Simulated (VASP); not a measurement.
SnO2 (Cassiterite):

```xyz
6
Lattice="4.7380 0.0000 0.0000 0.0000 4.7380 0.0000 0.0000 0.0000 3.1865" Properties=species:S:1:pos:R:3 pbc="T T T"
Sn    0.0000    0.0000    0.0000
Sn    2.3690    2.3690    1.5933
O     1.4550    1.4550    0.0000
O     0.9140    3.8240    1.5933
O     3.2830    3.2830    0.0000
O     3.8240    0.9140    1.5933
```

```yaml
Program: VASP 6.6.1
Task: relaxation of cell and atoms
Functional: PBEsol
Potentials_or_basis: VASP PAW PBE potentials, release 64 (Sn_d, O)
Cutoff: 600 eV
k_mesh: 6 × 6 × 8
Occupations: gaussian, width 0.03 eV
Spin: no spin polarisation
```

At the start: pressure 5.2 GPa; volume 11.92 Å³/atom.

**Question.** How do energy, volume and symmetry change on relaxing?

**Answer.** Over 5 steps the energy falls by 5.0 meV/atom and the volume is 12.20 Å³/atom (+2.3 %); space group P4_2/mnm (No. 136, to 0.05 Å).

Step by step:
```tsv
step	energy change (eV)	largest force (eV/Å)	pressure (GPa)	volume (Å³)
1	0.0000	0.2277	5.24	71.53
2	0.0238	0.2179	-6.26	75.64
3	-0.0302	0.0171	-0.05	73.24
4	-0.0302	0.0212	0.10	73.21
5	-0.0302	0.0080	0.05	73.21
```

Final structure:
```yaml
crystal:
  lattice:
    - [4.77064, 0.00000, 0.00000]
    - [0.00000, 4.77064, 0.00000]
    - [0.00000, 0.00000, 3.21664]
  atoms:
    - { symbol: Sn, position: [0.00000, 0.00000, 0.00000] }
    - { symbol: Sn, position: [0.50000, 0.50000, 0.50000] }
    - { symbol: O, position: [0.30630, 0.30630, 0.00000] }
    - { symbol: O, position: [0.19370, 0.80630, 0.50000] }
    - { symbol: O, position: [0.69370, 0.69370, 0.00000] }
    - { symbol: O, position: [0.80630, 0.19370, 0.50000] }
```

Caveat: the PAW data sets were made with another functional, which shifts forces and pressure a little.
